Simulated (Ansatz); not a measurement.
Kick test of a cell of MgH2

The structure comes from a generated guess, relaxed at this level; another structure or a mixture of phases may lie lower.

These are results of DFT PBE, scalar-relativistic, plane waves, PAW in Ansatz 0.2.0, not measurements. Cutoff 420 eV; k points 14×14×18 on the computed 3-atom cell (Γ-centred); Gaussian smearing, width 0.10 eV; no spin polarisation.

The cell below (3 atoms, space group P4/mmm (No. 123)) is relaxed within its symmetry.

```yaml
crystal:
  lattice:
    - [3.27777, 0.00000, 0.00000]
    - [0.00000, 3.27777, 0.00000]
    - [0.00000, 0.00000, 2.67653]
  atoms:
    - { symbol: Mg, position: [0.50000, 0.50000, 0.00000] }
    - { symbol: H, position: [0.00000, 0.50000, 0.50000] }
    - { symbol: H, position: [0.50000, 0.00000, 0.50000] }
```

For the test a repeat of it with 6 atoms (edges 3.28, 3.28, 5.35 Å) was strained at random (σ = 1.5 % a component), the atoms were moved at random (σ = 0.10 Å), and all was relaxed again on a coarse 6×6×4 mesh (in the run’s order of axes) with 0.20 eV smearing, with no symmetry imposed.

**Question.** What happens?

**Answer.** It doesn't return. The energy falls by 154 meV/atom on that mesh, the volume changes by 19.0 %, and the end has space group Pmc2_1 (No. 26) at a loose tolerance. Relaxed again on an 8×8×4 mesh with 0.02 eV smearing, the new structure lies 155 meV/atom below the first (mesh in the axes of the run's cell; the cell below is made exact in the group named). Space group Pmc2_1 (No. 26), orthorhombic, a = 3.263 Å, b = 3.256 Å, c = 6.441 Å. Mg has 4 H at 1.86–1.87 Å; H on its first site is surrounded by 2 Mg at 1.86–1.87 Å; H on its second site is surrounded by 2 Mg at 1.87 Å.

```cif
data_structure
_symmetry_space_group_name_H-M 'Pmc2_1'
_symmetry_Int_Tables_number 26
_cell_length_a 3.2633
_cell_length_b 3.2559
_cell_length_c 6.4406
_cell_angle_alpha 90.000
_cell_angle_beta 90.000
_cell_angle_gamma 90.000
_cell_volume 68.43
loop_
_atom_site_label
_atom_site_type_symbol
_atom_site_symmetry_multiplicity
_atom_site_Wyckoff_symbol
_atom_site_fract_x
_atom_site_fract_y
_atom_site_fract_z
_atom_site_occupancy
Mg1 Mg 2 a 0.00000 0.48579 0.49938 1
H1 H 2 a 0.00000 0.98749 0.64189 1
H2 H 2 b 0.50000 0.49761 0.85879 1
```
